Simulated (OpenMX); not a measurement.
Here is an OpenMX 3.8.5 calculation.

The input TiCo.dat:

```
System.CurrrentDirectory             ./
System.Name                          TiCo
DATA.PATH                            ./DFT_DATA13
level.of.stdout                      1
level.of.fileout                     0
Species.Number                       2
<Definition.of.Atomic.Species
  Co  Co6.0H-s3p2d2          Co_PBE13H
  Ti  Ti7.0-s3p2d2           Ti_PBE13
Definition.of.Atomic.Species>

Atoms.Number                         2
Atoms.SpeciesAndCoordinates.Unit     FRAC
<Atoms.SpeciesAndCoordinates
    1  Co    0.5000000000    0.5000000000    0.5000000000   9.500  7.500
    2  Ti    0.0000000000    0.0000000000    0.0000000000   6.500  5.500
Atoms.SpeciesAndCoordinates>

Atoms.UnitVectors.Unit               Ang
<Atoms.UnitVectors
     2.9861109900    0.0000000000    0.0000000000
     0.0000000000    2.9861109900    0.0000000000
     0.0000000000    0.0000000000    2.9861109900
Atoms.UnitVectors>

scf.XcType                           GGA-PBE
scf.SpinPolarization                 on
scf.ElectronicTemperature            580.226
scf.energycutoff                     500.0
scf.maxIter                          160
scf.EigenvalueSolver                 band
scf.Kgrid                            7 7 7
scf.Mixing.Type                      rmm-diisk
scf.Init.Mixing.Weight               0.01
scf.Min.Mixing.Weight                0.001
scf.Max.Mixing.Weight                0.2
scf.Mixing.History                   40
scf.Mixing.StartPulay                15
scf.criterion                        1.0e-8
scf.stress.tensor                    on
MD.Type                              nomd
```

Potentials or basis: OpenMX 2013 PBE set, Co6.0H-s3p2d2, Ti7.0-s3p2d2, grid cutoff 500 Ry.

Command:

```bash
$ openmx TiCo.dat -nt 1 > TiCo.std
```

Q: Predict the Mulliken charges.

A: Co -0.25; Ti +0.25 e.

Q: Estimate the site moments.

A: Co +1.05; Ti -0.20 μB.

Q: Predict the band gap on the k mesh.

A: None (metal or under the smearing width).

Caveat: the basis of atomic orbitals isn't converged, which shifts pressures, moduli and gaps.
